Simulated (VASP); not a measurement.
Write the native input for VASP 6.6.1 that does the following.

| Quantity | Value |
| --- | --- |
| Task | electrostatic potential |
| Functional | PBE |
| Dispersion | D3(BJ) |
| Potentials or basis | VASP PAW PBE potentials, release 64 (Ni, Al) |
| Cutoff | 520 eV |
| k mesh | 14 × 14 × 14 |
| Occupations | methfessel-paxton, width 0.1 eV |
| Spin | no spin polarisation |
| Further INCAR settings | ALGO = Normal; EDIFF = 1e-06 |

The structure of AlNi lies in POSCAR:

```
AlNi                                    
1.0
    2.8567894123     -0.0000000000      0.0000000000
    0.0000000000      2.8567894123      0.0000000000
   -0.0000000000     -0.0000000000      2.8567894123
  Ni              Al            
     1     1
Direct
     0.0000000000000000    0.0000000000000000    0.0000000000000000
     0.5000000000000000    0.5000000000000000    0.5000000000000000
```

The cell was built by a generator and needn't be a form met in nature.

The input as run:

INCAR

```
SYSTEM = AlNi
PREC = Accurate ; ENCUT = 520
EDIFF = 1E-6 ; ISMEAR = 1
SIGMA = 0.1 ; LREAL = .FALSE.
LASPH = .TRUE. ; NELM = 150
ALGO = Normal ; ISIF = 2
LWAVE = .FALSE. ; LCHARG = .TRUE.
GGA = PE ; IVDW = 12
LVHAR = .TRUE.
```

KPOINTS

```
regular mesh
0
G
  14 14 14
  0 0 0
```

Potentials or basis: VASP PAW PBE potentials, release 64 (Ni, Al).

Launch:

```bash
$ cat potpaw_PBE.64/Ni/POTCAR potpaw_PBE.64/Al/POTCAR > POTCAR
$ mpirun -np 1 vasp_std > vasp.out
```

Results of the run:

```yaml
Pressure: 0.1 GPa
Band_gap_on_the_k_mesh: none (metal or under the smearing width)
Dispersion_energy_per_atom: -0.455 eV
```

Caveat: pairwise dispersion overbinds metals, which lowers pressure and volume.

It took 8.4 s on 1 thread of Intel(R) Xeon(R) 6975P-C (Granite Rapids), with other jobs on the host, peak memory 0.17 GiB.
